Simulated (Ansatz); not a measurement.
Density of states of BaS

```
CELL_PARAMETERS angstrom
0.00000 3.19375 3.19375
3.19375 0.00000 3.19375
3.19375 3.19375 0.00000
ATOMIC_POSITIONS crystal
Ba 0.00000 0.00000 0.00000
S 0.50000 0.50000 0.50000
```

The cell is COD entry 9008600, as deposited and not checked against the literature; nothing was relaxed.

No spin–orbit coupling, which matters for the heavy atoms here.

The calculation used Ansatz 0.2.0, DFT, PBEsol, all-electron LAPW, scalar-relativistic.

Numerical set-up: a Γ-centred 8×8×8 k mesh, Fermi–Dirac smearing of 0.02 eV, basis error target 0.25 meV/atom, no spin polarisation.

States per eV and cell, averaged over 0.6 eV, from -2.2 to 3.0 eV, with energies (bin centres) from the valence-band top; empty bins are left out. The partial columns, the largest 3 alone, are projections on Löwdin-orthogonalised atomic shells (those that the program's projection atoms carry: the occupied ones and, for some elements, an empty d or f shell; other empty shells have no column), summed over atoms of an element. Weights on diffuse s and p shells depend on that basis and aren't pure angular character.

```csv
E (eV),total,S 3p,Ba 6s,Ba 5p
-2.0,0.17,0.12,0.04,0.00
-1.4,2.37,1.89,0.33,0.03
-0.8,5.28,4.79,0.07,0.11
-0.2,2.18,2.02,0.01,0.06
2.2,0.12,0.00,0.00,0.00
2.8,0.52,0.01,0.00,0.00
```

Problem. Which of the resolved shells contributes most in the top eV of the valence band?

Solution. S 3p, with 91 % of all states there; Ba 5p follows with 2 %.
